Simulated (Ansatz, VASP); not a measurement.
# Cs in VASP and in Ansatz

```
CELL_PARAMETERS angstrom
2.97821 -4.27950 0.00000
2.97821 4.27950 0.00000
-2.54014 0.00000 4.35423
ATOMIC_POSITIONS crystal
Cs 0.00000 0.00000 0.50000
```

Change from the starting cell: volume scaled by 0.96.

Alike in both runs: task single point; functional PBE; k mesh 6 × 6 × 6; occupations fermi-dirac, width 0.05 eV; no spin polarisation.

|  | VASP | Ansatz |
| --- | --- | --- |
| version | VASP 6.6.1 | Ansatz 0.2.0 |
| potentials or method | VASP PAW PBE potentials, release 64 (Cs_sv) | Ansatz PAW |
| plane-wave cutoff (eV) | 520 | 420 |
| valence electrons in the cell | 9 | 9 |

```tsv
	VASP	Ansatz	Ansatz less VASP
gap on the k mesh at the Fermi level (eV)	none	none	-
pressure (GPa)	0.1	0.1	+0.01
largest component of the traceless stress (GPa)	0.06	0.06	0.000
```

A gap of «none» marks a metal or a gap that the smearing closes.

The runs have no spin-orbit coupling, so splittings on Cs are missing.
